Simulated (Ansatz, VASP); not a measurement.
**One calculation of HfO2, two programs**

```
CELL_PARAMETERS angstrom
0.00000 2.76210 2.76210
2.76210 0.00000 2.76210
2.76210 2.76210 0.00000
ATOMIC_POSITIONS crystal
Hf 0.00000 0.00000 0.00000
O 0.25000 0.25000 0.25000
O 0.75000 0.75000 0.75000
```

Change from the starting cell: strain +0.080 along x and y, +0.080 along z, atoms carried along.

Alike in both runs: task single point; functional PBE; k mesh 8 × 8 × 8; occupations gaussian, width 0.05 eV; no spin polarisation.

|  | VASP | Ansatz |
| --- | --- | --- |
| version | VASP 6.6.1 | Ansatz 0.2.0 |
| potentials or method | VASP PAW PBE potentials, release 64 (Hf_pv, O) | scalar-relativistic, plane waves, PAW |
| plane-wave cutoff (eV) | 520 | 420 |
| valence electrons in the cell | 22 | 38 |

Ansatz gave:

```
gap on the k mesh at the Fermi level (eV) : 3.11
least direct gap on the mesh (eV)         : 3.11
pressure (GPa)                            : -35.5
```

Q: Which values does VASP return?

A: gap on the k mesh at the Fermi level (eV): 3.08; least direct gap on the mesh (eV): 3.08; pressure (GPa): -37.3.

The functional is the same, so the differences come from potentials, cutoffs and numerics. The two sets of potentials don't hold the same shells in valence.

Caveats: the cell as given lies far from equilibrium; so large a pressure means that the cell lies far from this level's equilibrium, or that cutoff or potentials fall short (VASP); spin-orbit coupling is left out, which moves the levels of the heavy elements. A k mesh can miss the band edges.
